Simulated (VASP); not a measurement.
## W: single point with PBE+D3(BJ)

Crystal: W.

```
W
1.0
    -1.62669    1.62669    1.62669
     1.62669   -1.62669    1.62669
     1.62669    1.62669   -1.62669
W
1
Direct
  0.00000 0.00000 0.00000
```

The cell isn't the ideal one: a relaxed cell with its volume scaled by 1.09.

```
Program             : VASP 6.6.1
Task                : single point
Functional          : PBE
Dispersion          : D3(BJ)
Potentials or basis : VASP PAW PBE potentials, release 64 (W_sv)
Cutoff              : 520 eV
k mesh              : 18 × 18 × 18
Occupations         : gaussian, width 0.1 eV
Spin                : no spin polarisation
```

| Property | Result |
| --- | --- |
| Pressure | -23.1 GPa |
| Band gap on the k mesh | none (metal or under the smearing width) |
| Dispersion energy per atom | -0.638 eV |

Levels at points of the mesh, in eV from the Fermi level:
```csv
k point,band 5,band 6,band 7,band 8,band 9,band 10
"(0.00, 0.00, 0.00)",-9.17,-1.09,-1.09,-1.09,2.07,2.07
"(0.50, 0.00, 0.00)",-5.75,-3.18,0.44,1.92,2.80,5.45
"(0.50, 0.50, 0.50)",-5.19,-5.19,4.60,4.60,4.60,7.62
```

It took 20 s on 1 thread of Intel(R) Xeon(R) Platinum 8488C (Sapphire Rapids) (shared host), peak memory 0.18 GiB.

Caveat: so large a pressure means that the cell lies far from this level's equilibrium, or that cutoff or potentials fall short; pairwise dispersion overbinds metals, which lowers pressure and volume. The run has no spin-orbit coupling, so splittings on W are missing.
